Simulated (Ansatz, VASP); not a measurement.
**ZrS: VASP beside Ansatz**

The input INCAR:

```
SYSTEM = ZrS
PREC     = Accurate       ! precision mode
ENCUT    = 520            ! plane-wave cutoff, eV
EDIFF    = 1E-7           ! SCF threshold, eV
ISMEAR   = 0              ! smearing method
SIGMA    = 0.15           ! smearing width, eV
LREAL    = .FALSE.        ! projectors in reciprocal space
LASPH    = .TRUE.         ! aspherical terms in the spheres
NELM     = 100            ! most SCF steps
ALGO     = Normal         ! electronic algorithm
ISIF     = 2              ! what is computed and relaxed
LWAVE    = .FALSE.        ! write WAVECAR
LCHARG   = .FALSE.        ! write CHGCAR
GGA      = PS             ! functional
NBANDS   = 16             ! bands
```

Contents of KPOINTS:

```
regular mesh
0
G
  16 16 16
  0 0 0
```

File POSCAR:

```
ZrS
1.0
    0.0000000000      2.6250000000      2.6250000000
    2.6250000000      0.0000000000      2.6250000000
    2.6250000000      2.6250000000      0.0000000000
Zr S
1 1
Direct
   -0.0500000000     -0.0500000000      0.0500000000
    0.5000000000      0.5000000000      0.5000000000
```

Input for Ansatz:

```yaml
crystal:
  lattice:
    - [0.0, 2.625, 2.625]
    - [2.625, 0.0, 2.625]
    - [2.625, 2.625, 0.0]
  atoms:
    - { symbol: Zr, position: [-0.05, -0.05, 0.05] }
    - { symbol: S, position: [0.5, 0.5, 0.5] }
basis:
  ecutwfc: 420
kpoints:
  mp_grid: { grid: [16, 16, 16] }
hamiltonian:
  xc: pbesol
scf:
  occupations: { method: gaussian, width: 0.15 }
output:
  forces: true
  stress: true
  eigenvalues: true
```

Change from the starting cell: all Zr atoms moved +0.263 Å, as atom 1 towards its neighbour atom 2 (S) at 2.625 Å.

Alike in both runs: task single point; functional PBEsol; k mesh 16 × 16 × 16; occupations gaussian, width 0.15 eV; no spin polarisation.

```csv
,VASP,Ansatz
version,VASP 6.6.1,Ansatz 0.2.0
potentials or method,"VASP PAW PBE potentials, release 64 (Zr_sv, S)","scalar-relativistic, plane waves, PAW"
plane-wave cutoff (eV),520,420
valence electrons in the cell,18,18
```

|  | VASP | Ansatz | Ansatz less VASP |
| --- | --- | --- | --- |
| gap on the k mesh at the Fermi level (eV) | none | none | - |
| pressure (GPa) | -2.0 | -2.2 | -0.21 |
| largest component of the traceless stress (GPa) | 10.30 | 10.25 | -0.058 |
| rms of the force components (eV/Å) | 1.067 | 1.057 | -0.0102 |

Atom by atom the forces differ by 0.010 eV/Å (rms over components). A gap of «none» marks a metal or a gap that the smearing closes.

Caveats: the PAW data sets were made with another functional, which shifts forces and pressure a little (VASP).
